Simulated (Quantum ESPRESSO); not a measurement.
# 2H-MoTe2, 1 layer: a series in biaxial strain, part 2 of 7

Wanted: a table for 2H-MoTe2, 1 layer against biaxial strain, and what can be fitted to it.

Quantum ESPRESSO 7.5; plane-wave DFT, PBE, GBRV ultrasoft pseudopotentials.

So far. Step 2 (Relaxing cell and ions of the reference):  The last row is no step: it is a fresh SCF in the final cell with a new plane-wave basis, -0 meV from the row before.

## Step 3: Relaxing the ions, -4 %

The input, m0.relax.in:

```
&control
  prefix = 'm0.relax'
  outdir = './out'
  pseudo_dir = './pseudo'
  nstep = 40
  forc_conv_thr = 0.0003
  calculation = 'relax'
  tstress = .true.
/
&system
  ibrav = 0
  nat = 3
  ntyp = 2
  ecutwfc = 50
  ecutrho = 250
  occupations = 'smearing'
  smearing = 'fd'
  degauss = 0.002
/
&electrons
  conv_thr = 1e-09
  mixing_beta = 0.4
  electron_maxstep = 120
  mixing_mode = 'plain'
/
&ions
/
ATOMIC_SPECIES
  Te  127.6000  te_pbe_v1.uspp.F.UPF
  Mo  95.9500  mo_pbe_v1.uspp.F.UPF
CELL_PARAMETERS angstrom
  3.42375696288000 0.00000000000000 0.00000000000000
  -1.71187848096000 2.96506050624000 0.00000000000000
  0.00000000000000 0.00000000000000 18.77410263100000
ATOMIC_POSITIONS crystal
  Te  0.333333333300 0.666666666700 0.403499750100
  Mo  0.000000000000 0.000000000000 0.500000000000
  Te  0.333333333300 0.666666666700 0.596500249900
K_POINTS automatic
  12 12 1 0 0 0
```

Command:

```
> OMP_NUM_THREADS=1 mpirun -n 4 pw.x -nk 4 -in m0.relax.in > m0.relax.out
```

Output:

```text
[banner, memory and clock lines left out]
Program PWSCF v.7.5 starts
[citation notice left out]

[...]
Message from routine setup:
[...]
bravais-lattice index     =            0
     lattice parameter (alat)  =       6.4700  a.u.
     unit-cell volume          =    1286.1519 (a.u.)^3
     number of atoms/cell      =            3
     number of atomic types    =            2
     number of electrons       =        26.00
     number of Kohn-Sham states=           17
     kinetic-energy cutoff     =      50.0000  Ry
     charge density cutoff     =     250.0000  Ry
     scf convergence threshold =      1.0E-09
     mixing beta               =       0.4000
     number of iterations used =            8  plain     mixing
     energy convergence thresh.=      1.0E-04
     force convergence thresh. =      3.0E-04
     Exchange-correlation= SLA  PW   PBE  PBE
                           (   1   4   3   4   0   0   0)
     nstep                     =           40

[...]
PseudoPot. # 1 for Te read from file:
     ./pseudo/te_pbe_v1.uspp.F.UPF
     Pseudo is Ultrasoft + core correction, Zval =  6.0
     Generated by new atomic code, or converted to UPF format
     Using radial grid of  891 points,  5 beta functions with:
                l(1) =   0
                l(2) =   0
                l(3) =   1
                l(4) =   1
                l(5) =   2
     Q(r) pseudized with  6 coefficients,  rinner =    1.800   1.800   1.800
                                                       1.800   1.800

     PseudoPot. # 2 for Mo read from file:
     ./pseudo/mo_pbe_v1.uspp.F.UPF
     Pseudo is Ultrasoft + core correction, Zval = 14.0
     Generated by new atomic code, or converted to UPF format
     Using radial grid of  889 points,  6 beta functions with:
                l(1) =   0
                l(2) =   0
                l(3) =   1
                l(4) =   1
                l(5) =   2
                l(6) =   2
     Q(r) pseudized with  6 coefficients,  rinner =    1.000   1.000   1.000
                                                       1.000   1.000

     atomic species   valence    mass     pseudopotential
     Te                6.00   127.60000     Te( 1.00)
     Mo               14.00    95.95000     Mo( 1.00)

     12 Sym. Ops. (no inversion) found

[...]
number of k points=    19  Fermi-Dirac smearing, width (Ry)=  0.0020
[...]
Dense  grid:    85751 G-vectors     FFT dimensions: (  36,  36, 180)

     Smooth grid:    61557 G-vectors     FFT dimensions: (  30,  30, 160)

     Initial potential from superposition of free atoms

     starting charge      25.9985, renormalised to      26.0000

     negative rho (up, down):  2.061E-03 0.000E+00
     Starting wfcs are   21 randomized atomic wfcs

     per-process dynamical memory:    65.9 Mb

     Self-consistent Calculation

     iteration #  1     ecut=    50.00 Ry     beta= 0.40
     Davidson diagonalization with overlap
     ethr =  1.00E-02,  avg # of iterations =  2.0

     negative rho (up, down):  2.159E-03 0.000E+00

     total energy              =    -192.04378676 Ry
     estimated scf accuracy    <       0.70856208 Ry

     iteration #  2     ecut=    50.00 Ry     beta= 0.40
[...]
negative rho (up, down):  1.924E-03 0.000E+00

[...]
total energy              =    -192.08202839 Ry
     estimated scf accuracy    <       2.98579871 Ry

     iteration #  3     ecut=    50.00 Ry     beta= 0.40
[...]
negative rho (up, down):  1.944E-03 0.000E+00

[...]
total energy              =    -192.37623636 Ry
     estimated scf accuracy    <       0.02707044 Ry

     iteration #  4     ecut=    50.00 Ry     beta= 0.40
[...]
negative rho (up, down):  2.107E-03 0.000E+00

[...]
total energy              =    -192.37628388 Ry
     estimated scf accuracy    <       0.01305140 Ry

     iteration #  5     ecut=    50.00 Ry     beta= 0.40
[...]
negative rho (up, down):  2.141E-03 0.000E+00

[...]
total energy              =    -192.37528153 Ry
     estimated scf accuracy    <       0.02387418 Ry

     iteration #  6     ecut=    50.00 Ry     beta= 0.40
[...]
negative rho (up, down):  2.042E-03 0.000E+00

[...]
total energy              =    -192.37645514 Ry
     estimated scf accuracy    <       0.00134384 Ry

[...]
iteration # 12     ecut=    50.00 Ry     beta= 0.40
[...]
negative rho (up, down):  2.087E-03 0.000E+00

[...]
total energy              =    -192.37695666 Ry
     estimated scf accuracy    <       0.00000044 Ry

     iteration # 13     ecut=    50.00 Ry     beta= 0.40
[...]
negative rho (up, down):  2.088E-03 0.000E+00

[...]
total energy              =    -192.37695671 Ry
     estimated scf accuracy    <       0.00000002 Ry

     iteration # 14     ecut=    50.00 Ry     beta= 0.40
[...]
negative rho (up, down):  2.088E-03 0.000E+00

[...]
total energy              =    -192.37695672 Ry
     estimated scf accuracy    <          4.9E-09 Ry

     iteration # 15     ecut=    50.00 Ry     beta= 0.40
[...]
negative rho (up, down):  2.088E-03 0.000E+00

[...]
End of self-consistent calculation

          k = 0.0000 0.0000 0.0000 (  7717 PWs)   bands (ev):

   -59.6157 -33.8461 -33.6314 -33.6314 -12.0615 -11.1013  -4.3308  -1.0891
    -0.5898  -0.5898   0.2423   0.2423   0.2678   4.4962   4.4962   4.7866
     4.7866

          k = 0.0000 0.0962 0.0000 (  7709 PWs)   bands (ev):

   -59.6148 -33.8435 -33.6433 -33.6341 -11.9527 -11.0240  -4.2133  -1.2292
    -0.8244  -0.4982   0.0992   0.2641   0.2796   4.0367   4.1085   4.5398
     4.5776

[...]
the Fermi energy is     1.6751 ev

!    total energy              =    -192.37695672 Ry
     estimated scf accuracy    <          2.8E-10 Ry
     smearing contrib. (-TS)   =      -0.00000000 Ry
     internal energy E=F+TS    =    -192.37695672 Ry

     The total energy is F=E-TS. E is the sum of the following terms:
     one-electron contribution =    -823.97441687 Ry
     hartree contribution      =     414.02127402 Ry
     xc contribution           =     -48.46263217 Ry
     ewald contribution        =     266.03881830 Ry

     convergence has been achieved in  15 iterations

     negative rho (up, down):  2.088E-03 0.000E+00

     Forces acting on atoms (cartesian axes, Ry/au):

     atom    1 type  1   force =     0.00000000   -0.00000000   -0.03232513
     atom    2 type  2   force =     0.00000000    0.00000000    0.00000000
     atom    3 type  1   force =    -0.00000000   -0.00000000    0.03232513

     Total force =     0.045715     Total SCF correction =     0.000036

     Computing stress (Cartesian axis) and pressure

     negative rho (up, down):  2.088E-03 0.000E+00
          total   stress  (Ry/bohr**3)                   (kbar)     P=       32.24
   0.00024293  -0.00000000   0.00000000           35.74       -0.00        0.00
  -0.00000000   0.00024293   0.00000000           -0.00       35.74        0.00
   0.00000000   0.00000000   0.00017158            0.00        0.00       25.24

     BFGS Geometry Optimization
     Energy error            =      2.1E-03 Ry
     Gradient error          =      3.2E-02 Ry/Bohr

     number of scf cycles    =   1
     number of bfgs steps    =   0

     energy             new  =    -192.3769567244 Ry

     new trust radius        =       0.0323251289 bohr
     new conv_thr            =       0.0000000010 Ry

ATOMIC_POSITIONS (crystal)
Te               0.3333333333        0.6666666667        0.4025886162
Mo               0.0000000000        0.0000000000        0.5000000000
Te               0.3333333333        0.6666666667        0.5974113838

[...]
NEW-OLD atomic charge density approx. for the potential

     negative rho (up, down):  2.074E-03 0.000E+00

     per-process dynamical memory:   101.8 Mb

[...]
!    total energy              =    -192.37871493 Ry
[...]
Total force =     0.031322     Total SCF correction =     0.000019
[...]
number of bfgs steps    =   1
[...]
energy             new  =    -192.3787149299 Ry
[...]
new trust radius        =       0.0355576418 bohr
[...]
!    total energy              =    -192.37990838 Ry
[...]
Total force =     0.016271     Total SCF correction =     0.000000
[...]
number of bfgs steps    =   2
[...]
energy             new  =    -192.3799083767 Ry
[...]
new trust radius        =       0.0384407824 bohr
[...]
!    total energy              =    -192.38036993 Ry
[...]
Total force =     0.000857     Total SCF correction =     0.000001
[...]
number of bfgs steps    =   3
[...]
energy             new  =    -192.3803699321 Ry
[...]
new trust radius        =       0.0021383529 bohr
[...]
Self-consistent Calculation

     iteration #  1     ecut=    50.00 Ry     beta= 0.40
     Davidson diagonalization with overlap
     ethr =  1.00E-06,  avg # of iterations =  2.0

     Threshold (ethr) on eigenvalues was too large:
     Diagonalizing with lowered threshold

     Davidson diagonalization with overlap
     ethr =  2.58E-09,  avg # of iterations =  4.0

     negative rho (up, down):  2.059E-03 0.000E+00

     total energy              =    -192.38037097 Ry
     estimated scf accuracy    <       0.00000076 Ry

[...]
iteration #  7     ecut=    50.00 Ry     beta= 0.40
[...]
negative rho (up, down):  2.059E-03 0.000E+00

[...]
End of self-consistent calculation

          k = 0.0000 0.0000 0.0000 (  7717 PWs)   bands (ev):

   -59.5978 -33.8161 -33.5867 -33.5867 -11.8982 -11.0743  -4.1827  -1.1924
    -0.3187  -0.3187   0.2138   0.4552   0.4552   4.5053   4.5053   4.7227
     4.7245

          k = 0.0000 0.0962 0.0000 (  7709 PWs)   bands (ev):

   -59.5968 -33.8137 -33.5982 -33.5894 -11.7904 -10.9941  -4.0634  -1.2843
    -0.5557  -0.2289   0.2367   0.3152   0.4245   4.0281   4.0395   4.4847
     4.5681

[...]
the Fermi energy is     1.6348 ev

!    total energy              =    -192.38037126 Ry
     estimated scf accuracy    <          3.9E-12 Ry
     smearing contrib. (-TS)   =      -0.00000000 Ry
     internal energy E=F+TS    =    -192.38037126 Ry

     The total energy is F=E-TS. E is the sum of the following terms:
     one-electron contribution =    -811.45618905 Ry
     hartree contribution      =     407.80060293 Ry
     xc contribution           =     -48.38172422 Ry
     ewald contribution        =     259.65693907 Ry

     convergence has been achieved in   7 iterations

     negative rho (up, down):  2.059E-03 0.000E+00

     Forces acting on atoms (cartesian axes, Ry/au):

     atom    1 type  1   force =    -0.00000000   -0.00000000   -0.00001746
     atom    2 type  2   force =     0.00000000    0.00000000    0.00000000
     atom    3 type  1   force =     0.00000000    0.00000000    0.00001746

     Total force =     0.000025     Total SCF correction =     0.000001

     Computing stress (Cartesian axis) and pressure

     negative rho (up, down):  2.059E-03 0.000E+00
          total   stress  (Ry/bohr**3)                   (kbar)     P=       17.04
   0.00017386  -0.00000000   0.00000000           25.58       -0.00        0.00
  -0.00000000   0.00017386   0.00000000           -0.00       25.58        0.00
   0.00000000  -0.00000000  -0.00000026            0.00       -0.00       -0.04

     Energy error            =      1.3E-06 Ry
     Gradient error          =      1.7E-05 Ry/Bohr

     bfgs converged in   5 scf cycles and   4 bfgs steps
     (criteria: energy <  1.0E-04 Ry, force <  3.0E-04 Ry/Bohr)

     End of BFGS Geometry Optimization

     Final energy             =    -192.3803712646 Ry

     File ./out/m0.relax.bfgs deleted, as requested
Begin final coordinates

ATOMIC_POSITIONS (crystal)
Te               0.3333333333        0.6666666667        0.4004425830
Mo               0.0000000000        0.0000000000        0.5000000000
Te               0.3333333333        0.6666666667        0.5995574170
End final coordinates

[...]
```

Run time: 71 s. Hardware: 4 MPI ranks of Arm Neoverse V1, shared host; peak memory 0.74 GiB; 4.8 min of CPU time.

Relaxation path:

```tsv
step	energy less that of the first step (eV)	largest force (eV/Å)
1	0.0000	0.8311
2	-0.0239	0.5694
3	-0.0402	0.2958
4	-0.0464	0.0156
5	-0.0465	0.0004
```

The atoms that moved most (Å):

```tsv
atom	dx	dy	dz	length
Te1	0.000	0.000	-0.057	0.057
Te3	0.000	0.000	0.057	0.057
```

The relaxed structure:

```xyz
3
Lattice="3.4238 0.0000 0.0000 -1.7119 2.9651 0.0000 0.0000 0.0000 18.7741" Properties=species:S:1:pos:R:3
Te    0.0000    1.9767    7.5180
Mo    0.0000    0.0000    9.3871
Te    0.0000    1.9767   11.2562
```

The relaxation lowers the energy by 15 meV an atom.

This step gave:

| Quantity | Value |
| --- | --- |
| free energy | -2617.4683 eV |
| Fermi energy | 1.635 eV |

## Step 4: Self-consistent run, -4 %

The self-consistent run of this member.

The input, m0.scf.in:

```
&control
  prefix = 'm0.scf'
  outdir = './out'
  pseudo_dir = './pseudo'
  calculation = 'scf'
  tprnfor = .true.
/
&system
  ibrav = 0
  nat = 3
  ntyp = 2
  ecutwfc = 40
  ecutrho = 200
  occupations = 'smearing'
  smearing = 'fd'
  degauss = 0.002
  nbnd = 17
/
&electrons
  conv_thr = 1e-09
  mixing_beta = 0.4
  electron_maxstep = 120
  mixing_mode = 'plain'
/
ATOMIC_SPECIES
  Te  127.6000  te_pbe_v1.uspp.F.UPF
  Mo  95.9500  mo_pbe_v1.uspp.F.UPF
CELL_PARAMETERS angstrom
  3.42375696288000 0.00000000000000 0.00000000000000
  -1.71187848096000 2.96506050624000 0.00000000000000
  0.00000000000000 0.00000000000000 18.77410263100000
ATOMIC_POSITIONS crystal
  Te  0.333333333300 0.666666666700 0.400442583000
  Mo  0.000000000000 0.000000000000 0.500000000000
  Te  0.333333333300 0.666666666700 0.599557417000
K_POINTS automatic
  12 12 1 0 0 0
```

Command:

```
> OMP_NUM_THREADS=1 mpirun -n 4 pw.x -nk 4 -in m0.scf.in > m0.scf.out
```

Output:

```text
[banner, memory and clock lines left out]
Program PWSCF v.7.5 starts
[citation notice left out]

[...]
Message from routine setup:
[...]
bravais-lattice index     =            0
     lattice parameter (alat)  =       6.4700  a.u.
     unit-cell volume          =    1286.1519 (a.u.)^3
     number of atoms/cell      =            3
     number of atomic types    =            2
     number of electrons       =        26.00
     number of Kohn-Sham states=           17
     kinetic-energy cutoff     =      40.0000  Ry
     charge density cutoff     =     200.0000  Ry
     scf convergence threshold =      1.0E-09
     mixing beta               =       0.4000
     number of iterations used =            8  plain     mixing
     Exchange-correlation= SLA  PW   PBE  PBE
                           (   1   4   3   4   0   0   0)

[...]
PseudoPot. # 1 for Te read from file:
     ./pseudo/te_pbe_v1.uspp.F.UPF
     Pseudo is Ultrasoft + core correction, Zval =  6.0
     Generated by new atomic code, or converted to UPF format
     Using radial grid of  891 points,  5 beta functions with:
                l(1) =   0
                l(2) =   0
                l(3) =   1
                l(4) =   1
                l(5) =   2
     Q(r) pseudized with  6 coefficients,  rinner =    1.800   1.800   1.800
                                                       1.800   1.800

     PseudoPot. # 2 for Mo read from file:
     ./pseudo/mo_pbe_v1.uspp.F.UPF
     Pseudo is Ultrasoft + core correction, Zval = 14.0
     Generated by new atomic code, or converted to UPF format
     Using radial grid of  889 points,  6 beta functions with:
                l(1) =   0
                l(2) =   0
                l(3) =   1
                l(4) =   1
                l(5) =   2
                l(6) =   2
     Q(r) pseudized with  6 coefficients,  rinner =    1.000   1.000   1.000
                                                       1.000   1.000

     atomic species   valence    mass     pseudopotential
     Te                6.00   127.60000     Te( 1.00)
     Mo               14.00    95.95000     Mo( 1.00)

     12 Sym. Ops. (no inversion) found

[...]
number of k points=    19  Fermi-Dirac smearing, width (Ry)=  0.0020
[...]
Dense  grid:    61557 G-vectors     FFT dimensions: (  30,  30, 160)

     Smooth grid:    43949 G-vectors     FFT dimensions: (  27,  27, 144)

     Initial potential from superposition of free atoms

     starting charge      25.9985, renormalised to      26.0000

     negative rho (up, down):  2.169E-03 0.000E+00
     Starting wfcs are   21 randomized atomic wfcs

     per-process dynamical memory:    47.9 Mb

     Self-consistent Calculation

     iteration #  1     ecut=    40.00 Ry     beta= 0.40
     Davidson diagonalization with overlap
     ethr =  1.00E-02,  avg # of iterations =  2.0

     negative rho (up, down):  2.252E-03 0.000E+00

     total energy              =    -192.01916698 Ry
     estimated scf accuracy    <       0.75195347 Ry

     iteration #  2     ecut=    40.00 Ry     beta= 0.40
[...]
negative rho (up, down):  1.572E-03 0.000E+00

[...]
total energy              =    -192.01919989 Ry
     estimated scf accuracy    <       3.79128100 Ry

     iteration #  3     ecut=    40.00 Ry     beta= 0.40
[...]
negative rho (up, down):  1.591E-03 0.000E+00

[...]
total energy              =    -192.37913676 Ry
     estimated scf accuracy    <       0.03291769 Ry

     iteration #  4     ecut=    40.00 Ry     beta= 0.40
[...]
negative rho (up, down):  1.810E-03 0.000E+00

[...]
total energy              =    -192.38275972 Ry
     estimated scf accuracy    <       0.01773979 Ry

     iteration #  5     ecut=    40.00 Ry     beta= 0.40
[...]
negative rho (up, down):  2.352E-03 0.000E+00

[...]
total energy              =    -192.37979899 Ry
     estimated scf accuracy    <       0.09028805 Ry

     iteration #  6     ecut=    40.00 Ry     beta= 0.40
[...]
negative rho (up, down):  2.338E-03 0.000E+00

[...]
total energy              =    -192.37960233 Ry
     estimated scf accuracy    <       0.02658718 Ry

[...]
iteration # 15     ecut=    40.00 Ry     beta= 0.40
[...]
negative rho (up, down):  2.182E-03 0.000E+00

[...]
total energy              =    -192.37944020 Ry
     estimated scf accuracy    <       0.00000023 Ry

     iteration # 16     ecut=    40.00 Ry     beta= 0.40
[...]
negative rho (up, down):  2.182E-03 0.000E+00

[...]
total energy              =    -192.37944021 Ry
     estimated scf accuracy    <          6.3E-09 Ry

     iteration # 17     ecut=    40.00 Ry     beta= 0.40
[...]
negative rho (up, down):  2.183E-03 0.000E+00

[...]
total energy              =    -192.37944022 Ry
     estimated scf accuracy    <          2.9E-09 Ry

     iteration # 18     ecut=    40.00 Ry     beta= 0.40
[...]
negative rho (up, down):  2.183E-03 0.000E+00

[...]
End of self-consistent calculation

          k = 0.0000 0.0000 0.0000 (  5555 PWs)   bands (ev):

   -59.5980 -33.8153 -33.5860 -33.5860 -11.8974 -11.0735  -4.1820  -1.1914
    -0.3178  -0.3178   0.2149   0.4560   0.4560   4.5062   4.5062   4.7236
     4.7581

          k = 0.0000 0.0962 0.0000 (  5553 PWs)   bands (ev):

   -59.5971 -33.8130 -33.5975 -33.5887 -11.7896 -10.9933  -4.0626  -1.2835
    -0.5549  -0.2280   0.2377   0.3160   0.4254   4.0291   4.0409   4.4856
     4.5689

[...]
the Fermi energy is     1.6356 ev

!    total energy              =    -192.37944022 Ry
     estimated scf accuracy    <          2.7E-11 Ry
     smearing contrib. (-TS)   =      -0.00000000 Ry
     internal energy E=F+TS    =    -192.37944022 Ry

     The total energy is F=E-TS. E is the sum of the following terms:
     one-electron contribution =    -811.45637391 Ry
     hartree contribution      =     407.80189550 Ry
     xc contribution           =     -48.38190088 Ry
     ewald contribution        =     259.65693907 Ry

     convergence has been achieved in  18 iterations

     negative rho (up, down):  2.183E-03 0.000E+00

     Forces acting on atoms (cartesian axes, Ry/au):

     atom    1 type  1   force =     0.00000000    0.00000000   -0.00001485
     atom    2 type  2   force =     0.00000000    0.00000000    0.00000000
     atom    3 type  1   force =     0.00000000    0.00000000    0.00001485

     Total force =     0.000021     Total SCF correction =     0.000013
     SCF correction compared to forces is large: reduce conv_thr to get better values

[...]
```

Wall time 18 s (4 MPI ranks); peak memory 0.57 GiB.

Read from the output:

| Item | Value |
| --- | --- |
| free energy | -2617.4556 eV |
| Fermi energy | 1.636 eV |
| valence top, on the run's zero | 1.101 eV |
| conduction bottom, on the run's zero | 2.194 eV |
| gap by band count | 1.093 eV |

(Continued in part 3 of 7.)

[Logs are printed without paths, hosts, clocks, repeated set-up lines and the standing remarks that a program may print on its own settings, such as how far it seeks lower states.]

[Hosts, paths, dates, database ids (printed as entryN), source tags and the programs' standing remarks are cut or masked in the printed files.]

[Maps of the electrostatic potential energy from Ansatz leave out the sawtooth potential of an applied field or a dipole correction, so their vacuum need not be flat; planar profiles and work functions include it.]
